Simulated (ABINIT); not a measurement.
# LiH (Fm-3m): changed settings of a GW run in ABINIT

Aim: change inputs of a GW run on LiH (Fm-3m) and see what moves.

Calculated with ABINIT 10.8.3; PBE and many-body steps on it, plane waves.

The database entry behind the starting cell differs from later determinations by our own check (the deuteride, about 0.2 % short), so it need not match the best structure at ambient conditions.

## 1. The starting structure

The structure is cubic, space group Fm-3m (No. 225). The conventional cell has a = 4.074 Å, b = 4.074 Å, c = 4.074 Å, α = 90.00°, β = 90.00°, γ = 90.00°. Li has 6 H at 2.04 Å nearest. H has 6 Li at 2.04 Å nearest. Farther neighbours are not listed.

The cell and positions come from the Crystallography Open Database and are kept as given unless a step says otherwise.

## 2. Screening, 8×8×8 mesh, 144 bands, screening to 304.8 eV

This step: ABINIT 10.8.3; RPA screening on PBE, plane waves, norm-conserving pseudopotentials.

The RPA dielectric matrix is built and inverted for each q.

The input, run.abi:

```
acell 3*1.0 Angstrom
rprim 
  -0.000000000000 2.036750000000 2.036750000000
  2.036750000000 -0.000000000000 2.036750000000
  2.036750000000 2.036750000000 -0.000000000000
ntypat 2
znucl 3 1
natom 2
typat 1 2
xred 
  0.000000000000 0.000000000000 0.000000000000
  0.500000000000 0.500000000000 0.500000000000
pp_dirpath "pseudos"
pseudos "Li.upf, H.upf"
ecut 33
ngkpt 8 8 8
nshiftk 1
shiftk 0 0 0
kptopt 1
chksymbreak 0
istwfk *1
occopt 1
irdwfk 1
optdriver 3
nband 144
ecuteps 11.2
inclvkb 2
awtr 1
symchi 1
indata_prefix "in"
outdata_prefix "out"
tmpdata_prefix "tmp"
```

The run is started by

```bash
OMP_NUM_THREADS=1 mpirun -n 4 abinit run.abi > log
```

Log:

```text
.Version 10.8.3 of ABINIT. v10.8.2 released Aug 2026.

 Symmetries : space group Fm -3 m (#225); Bravais cF (face-center cubic)
[... echo of the input left out ...]
== DATASET  1 ==================================================================
-   mpi_nproc: 4, omp_nthreads: 1 (-1 if OMP is not activated)

--- !DatasetInfo
iteration_state: {dtset: 1, }
dimensions: {natom: 2, nkpt: 29, mband: 144, nsppol: 1, nspinor: 1, nspden: 1, mpw: 1056, }
cutoff_energies: {ecut:  33.0, pawecutdg:  -1.0, }
electrons: {nelect:   4.00000000E+00, charge:   0.00000000E+00, occopt:   1.00000000E+00, tsmear:   1.00000000E-02, }

 SCREENING: Calculation of the susceptibility and dielectric matrices

 Based on a program developped by R.W. Godby, V. Olevano, G. Onida, and L. Reining.
 Incorporated in ABINIT by V. Olevano, G.-M. Rignanese, and M. Torrent.
.Using double precision arithmetic ; gwpc =  8

[... cell and pseudopotentials left out ...]
--------------------------------------------------------------------------------

 ==== K-mesh for the wavefunctions ====
 Number of points in the irreducible wedge :    29
[... list of points left out ...]
 Together with 48 symmetry operations and time-reversal symmetry
 yields   512 points in the full Brillouin Zone.

 ==== Q-mesh for the screening function ====
 Number of points in the irreducible wedge :    29
[... list of points left out ...]
 Together with 48 symmetry operations and time-reversal symmetry
 yields   512 points in the full Brillouin Zone.

 setmesh: FFT mesh size selected  =    24x   24x   24
          total number of points  =        13824

 vcoul_init : cutoff-mode = AUXILIARY_FUNCTION
 q-points for optical limit:   1
     1)      0.000010    0.000020    0.000030

- screening: taking advantage of time-reversal symmetry
- Maximum band index for partially occupied states nbvw = 2
- Remaining bands to be divided among processors   nbcw = 142
- Number of bands treated by each node ~35

 Number of electrons calculated from density =    4.0000; Expected =    4.0000
 average of density, n =  0.035077
 r_s =    1.8951
 omega_plasma =   18.0662 [eV]

 calculating chi0 at frequencies [eV] :
  1    0.000000E+00    0.000000E+00
  2    0.000000E+00    1.806615E+01

--------------------------------------------------------------------------------
  q-point number  1        q = ( 0.000000, 0.000000, 0.000000) [r.l.u.]
--------------------------------------------------------------------------------
[... chi0 elements left out ...]
 For q-point:  0.000010 0.000020 0.000030
  dielectric constant =   4.0091
  dielectric constant without local fields =   4.4047

  Average fulfillment of the sum rule on Im[epsilon] for q-point    1 :     97.80  [%]
[... wings left out ...]
  q-point number  2        q = ( 0.125000, 0.000000, 0.000000) [r.l.u.]
--------------------------------------------------------------------------------
[... chi0 elements left out ...]
  Average fulfillment of the sum rule on Im[epsilon] for q-point    2 :    102.60  [%]

 [... 27 further q-points ...]
```

Run time: 2.5 min. Hardware: 4 MPI ranks of Intel Xeon 6975P-C (Granite Rapids), shared host; peak memory 1.5 GiB; 9 min of CPU time.

This step gave:

* ε∞ with local fields, on this mesh, along the program's q direction: 4.009
* the same without local fields: 4.405
* plasma frequency: 18.07 eV
* plane waves in the screening matrix: 181

Local fields lower ε∞ by 9 %.

## 3. Base

The self-energy is evaluated for the states that the input lists, and the levels follow from it, in one-shot runs by the linearised quasiparticle equation.

This step: G0W0 on PBE, plane waves, norm-conserving pseudopotentials.

Edit run.abi of step 2 so:

```diff
@@ -23,8 +23,17 @@
 irdwfk 1
-optdriver 3
+optdriver 4
 nband 144
+gwcalctyp 0
+ecutsigx 33
+symsigma 1
+nkptgw 2
+kptgw 
+  0.5000000000 0.5000000000 0.0000000000
+  0.0000000000 0.0000000000 0.0000000000
+bdgw 
+  1 5
+  1 6
 ecuteps 11.2
-inclvkb 2
-awtr 1
-symchi 1
+irdscr 1
+ppmodel 1
 indata_prefix "in"
```

Log:

```text
.Version 10.8.3 of ABINIT. v10.8.2 released Aug 2026.

 Symmetries : space group Fm -3 m (#225); Bravais cF (face-center cubic)
[... echo of the input left out ...]
== DATASET  1 ==================================================================
-   mpi_nproc: 4, omp_nthreads: 1 (-1 if OMP is not activated)

--- !DatasetInfo
iteration_state: {dtset: 1, }
dimensions: {natom: 2, nkpt: 29, mband: 144, nsppol: 1, nspinor: 1, nspden: 1, mpw: 1056, }
cutoff_energies: {ecut:  33.0, pawecutdg:  -1.0, }
electrons: {nelect:   4.00000000E+00, charge:   0.00000000E+00, occopt:   1.00000000E+00, tsmear:   1.00000000E-02, }

 SIGMA: Calculation of the GW corrections

 Based on a program developped by R.W. Godby, V. Olevano, G. Onida, and L. Reining.
 Incorporated in ABINIT by V. Olevano, G.-M. Rignanese, and M. Torrent.
.Using double precision arithmetic ; gwpc =  8

[... cell and pseudopotentials left out ...]
--------------------------------------------------------------------------------

 ==== K-mesh for the wavefunctions ====
 Number of points in the irreducible wedge :    29
[... list of points left out ...]
 Together with 48 symmetry operations and time-reversal symmetry
 yields   512 points in the full Brillouin Zone.

 ==== Q-mesh for screening function ====
 Number of points in the irreducible wedge :    29
[... list of points left out ...]
 Together with 48 symmetry operations and time-reversal symmetry
 yields   512 points in the full Brillouin Zone.

 vcoul_init : cutoff-mode = AUXILIARY_FUNCTION
 q-points for optical limit:   1
     1)      0.000010    0.000020    0.000030
 setmesh: FFT mesh size selected  =    30x   30x   30
          total number of points  =        27000

 Number of electrons calculated from density =    4.0000; Expected =    4.0000
 average of density, n =  0.035077
 r_s =    1.8951
 omega_plasma =   18.0662 [eV]

 === KS Band Gaps ===
  >>>> For spin  1
   Minimum direct gap =   3.0221 [eV], located at k-point      :   0.5000  0.5000  0.0000
   Fundamental gap    =   3.0221 [eV], Top of valence bands at :   0.5000  0.5000  0.0000
                                       Bottom of conduction at :   0.5000  0.5000  0.0000
 SIGMA fundamental parameters:
 PLASMON POLE MODEL  1
 number of plane-waves for SigmaX                 1037
 number of plane-waves for SigmaC and W            181
 number of plane-waves for wavefunctions          1037
 number of bands                                   144
 number of independent spin polarizations            1
 number of spinorial components                      1
 number of k-points in IBZ                          29
 number of q-points in IBZ                          29
 number of symmetry operations                      48
 number of k-points in BZ                          512
 number of q-points in BZ                          512
 number of frequencies for dSigma/dE                 9
 frequency step for dSigma/dE [eV]                0.25
 number of omega for Sigma on real axis              0
 max omega for Sigma on real axis  [eV]           0.00
 zcut for avoiding poles [eV]                     0.10

 EPSILON^-1 parameters (SCR file):
 dimension of the eps^-1 matrix on file            181
 dimension of the eps^-1 matrix used               181
 number of plane-waves for wavefunctions          1037
 number of bands                                   144
 number of q-points in IBZ                          29
 number of frequencies                               2
 number of real frequencies                          1
 number of imag frequencies                          1

 matrix elements of self-energy operator (all in [eV])

 Perturbative Calculation

--- !SelfEnergy_ee
iteration_state: {dtset: 1, }
kpoint     : [   0.500,    0.500,    0.000, ]
spin       : 1
KS_gap     :    3.022
QP_gap     :    4.974
Delta_QP_KS:    1.952
data: !SigmaeeData |
     Band     E0 <VxcDFT>   SigX SigC(E0)      Z dSigC/dE  Sig(E)    E-E0       E
        1 -44.599 -25.708 -39.786   5.433   0.766  -0.306 -32.326  -6.618 -51.217
        2  -0.348 -11.306 -14.553   1.375   0.772  -0.296 -12.751  -1.445  -1.793
        3   2.674  -7.648  -3.711  -3.312   0.812  -0.232  -7.141   0.507   3.181
        4  10.239  -8.235  -2.670  -4.538   0.779  -0.283  -7.435   0.800  11.040
        5  10.239  -8.235  -2.670  -4.538   0.779  -0.283  -7.435   0.800  11.040

--- !SelfEnergy_ee
iteration_state: {dtset: 1, }
kpoint     : [   0.000,    0.000,    0.000, ]
spin       : 1
KS_gap     :   20.729
QP_gap     :   22.883
Delta_QP_KS:    2.154
data: !SigmaeeData |
     Band     E0 <VxcDFT>   SigX SigC(E0)      Z dSigC/dE  Sig(E)    E-E0       E
        1 -44.649 -25.626 -39.725   5.428   0.772  -0.295 -32.321  -6.695 -51.344
        2  -5.602  -9.916 -15.631   3.354   0.714  -0.400 -11.602  -1.686  -7.287
        3  15.128 -11.718  -4.656  -6.350   0.657  -0.522 -11.250   0.468  15.596
        4  17.057  -8.964  -2.438  -5.437   0.715  -0.398  -8.185   0.779  17.835
        5  17.057  -8.964  -2.438  -5.437   0.715  -0.398  -8.185   0.779  17.835
        6  17.057  -8.964  -2.438  -5.437   0.715  -0.398  -8.185   0.779  17.835

== END DATASET(S) ==============================================================
================================================================================

 -outvars: echo values of variables after computation  --------
           etotal      0.0000000000E+00
            nband         144
             nkpt          29
          spgroup         225
 [... the other variables as echoed above ...]

 Calculation completed.
```

It took 28 s on 4 MPI ranks; peak memory 1.6 GiB.

Numbers from this step:

```yaml
g0w0_gap_on_the_points_computed: 4.974 eV
starting_gap_on_the_mesh: 3.022 eV
k_of_the_valence_top: 0.5, 0.5, 0
k_of_the_conduction_bottom: 0.5, 0.5, 0
z_at_the_valence_top: 0.772
z_at_the_conduction_bottom: 0.812
least_direct_g0w0_gap_on_the_computed_points: 4.974 eV
```

The gap on the mesh goes from 3.02 eV to 4.97 eV, a correction of +1.95 eV.

## 4. Coulomb singularity

Edit run.abi of step 3 so:

```diff
@@ -38,2 +38,3 @@
 ppmodel 1
+gw_icutcoul 0
 indata_prefix "in"
```

Log:

```text
.Version 10.8.3 of ABINIT. v10.8.2 released Aug 2026.

 Symmetries : space group Fm -3 m (#225); Bravais cF (face-center cubic)
[... echo of the input left out ...]
== DATASET  1 ==================================================================
-   mpi_nproc: 4, omp_nthreads: 1 (-1 if OMP is not activated)

--- !DatasetInfo
iteration_state: {dtset: 1, }
dimensions: {natom: 2, nkpt: 29, mband: 144, nsppol: 1, nspinor: 1, nspden: 1, mpw: 1056, }
cutoff_energies: {ecut:  33.0, pawecutdg:  -1.0, }
electrons: {nelect:   4.00000000E+00, charge:   0.00000000E+00, occopt:   1.00000000E+00, tsmear:   1.00000000E-02, }

 SIGMA: Calculation of the GW corrections

 Based on a program developped by R.W. Godby, V. Olevano, G. Onida, and L. Reining.
 Incorporated in ABINIT by V. Olevano, G.-M. Rignanese, and M. Torrent.
.Using double precision arithmetic ; gwpc =  8

[... cell and pseudopotentials left out ...]
--------------------------------------------------------------------------------

 ==== K-mesh for the wavefunctions ====
 Number of points in the irreducible wedge :    29
[... list of points left out ...]
 Together with 48 symmetry operations and time-reversal symmetry
 yields   512 points in the full Brillouin Zone.

 ==== Q-mesh for screening function ====
 Number of points in the irreducible wedge :    29
[... list of points left out ...]
 Together with 48 symmetry operations and time-reversal symmetry
 yields   512 points in the full Brillouin Zone.

 === Spherical cutoff ===

  Cutoff radius .........    24.0662 [Bohr]
  Volume of the sphere ..   58386.14 [Bohr^3]
 q-points for optical limit:   1
     1)      0.000010    0.000020    0.000030
 setmesh: FFT mesh size selected  =    30x   30x   30
          total number of points  =        27000

[...]
number of omega for Sigma on real axis              0
 max omega for Sigma on real axis  [eV]           0.00
 zcut for avoiding poles [eV]                     0.10

 EPSILON^-1 parameters (SCR file):
 dimension of the eps^-1 matrix on file            181
 dimension of the eps^-1 matrix used               181
 number of plane-waves for wavefunctions          1037
 number of bands                                   144
 number of q-points in IBZ                          29
 number of frequencies                               2
 number of real frequencies                          1
 number of imag frequencies                          1

 matrix elements of self-energy operator (all in [eV])

 Perturbative Calculation

--- !SelfEnergy_ee
iteration_state: {dtset: 1, }
kpoint     : [   0.500,    0.500,    0.000, ]
spin       : 1
KS_gap     :    3.022
QP_gap     :    4.834
Delta_QP_KS:    1.812
data: !SigmaeeData |
     Band     E0 <VxcDFT>   SigX SigC(E0)      Z dSigC/dE  Sig(E)    E-E0       E
        1 -44.599 -25.708 -39.804   5.498   0.760  -0.316 -32.241  -6.533 -51.131
        2  -0.348 -11.306 -14.517   1.441   0.777  -0.287 -12.681  -1.375  -1.723
        3   2.674  -7.648  -3.765  -3.343   0.812  -0.232  -7.210   0.438   3.112
[...]
--- !SelfEnergy_ee
iteration_state: {dtset: 1, }
kpoint     : [   0.000,    0.000,    0.000, ]
spin       : 1
KS_gap     :   20.729
QP_gap     :   22.932
Delta_QP_KS:    2.202
data: !SigmaeeData |
     Band     E0 <VxcDFT>   SigX SigC(E0)      Z dSigC/dE  Sig(E)    E-E0       E
[...]
5  17.057  -8.964  -2.438  -5.507   0.707  -0.415  -8.243   0.720  17.777
        6  17.057  -8.964  -2.438  -5.507   0.707  -0.415  -8.243   0.720  17.777

== END DATASET(S) ==============================================================
================================================================================

 -outvars: echo values of variables after computation  --------
           etotal      0.0000000000E+00
            nband         144
             nkpt          29
          spgroup         225
 [... the other variables as echoed above ...]

 Calculation completed.
```

It took 30 s on 4 MPI ranks; peak memory 1.6 GiB.

This step gave:

```yaml
g0w0_gap_on_the_points_computed: 4.835 eV
starting_gap_on_the_mesh: 3.022 eV
k_of_the_valence_top: 0.5, 0.5, 0
k_of_the_conduction_bottom: 0.5, 0.5, 0
z_at_the_valence_top: 0.777
z_at_the_conduction_bottom: 0.812
least_direct_g0w0_gap_on_the_computed_points: 4.835 eV
```

Against G0W0 in ABINIT (8×8×8 mesh, 144 bands, screening to 304.8 eV, Godby-Needs plasmon pole), the gap moves by −0.139 eV.

## 5. Side by side

Times are wall times on 4 MPI ranks of Intel Xeon 6975P-C (Granite Rapids), shared host, good to a factor of about two. A run's time includes the screening step that it read.

```csv
run,mesh,bands,screening cutoff (eV),DFT gap (eV),gap on the mesh (eV),direct (eV),ε∞ used,time
base,8×8×8,144,304.8,3.022,4.974,4.974,4.01,3 min
Coulomb singularity,8×8×8,144,304.8,3.022,4.835,4.835,4.01,3 min
```

## 6. What came out

| Property | Result |
| --- | --- |
| base | 4.974 eV |
| Coulomb singularity | 4.835 eV |
| known limits | not at the basis limit |

**Reading.** Coulomb singularity: −0.139 eV against base (keys changed: gw_icutcoul). Bands and cutoff are finite, so the gap is not at the basis limit. The miss can reach some tenths of an eV and take either sign; the mesh is an error of its own. In the G0W0 runs levels were corrected at 2 k points alone, so a gap called «on the mesh» is the least over those, and an edge elsewhere would be missed.

[Paths, hosts, dates, memory and timing lines, banners, echoed tables and standing remarks are left out of the program output.]

[Logs are printed without paths, hosts, clocks, repeated set-up lines and the standing remarks that a program may print on its own settings, such as how far it seeks lower states.]

[Runs of the session that timed out or met a known fault of the program may be left out.]

[Hosts, paths, dates, database ids (printed as entryN), source tags and the programs' standing remarks are cut or masked in the printed files.]

[G0W0 gaps are taken among the corrected bands and points alone; a level outside them can change the order at an edge.]

[Where Ansatz stands beside ABINIT at settings called matched, ABINIT's density can come from a denser mesh and the files from another edition; pairs whose starting gaps differed by over 0.03 eV were left out, so agreement reads better than it is.]
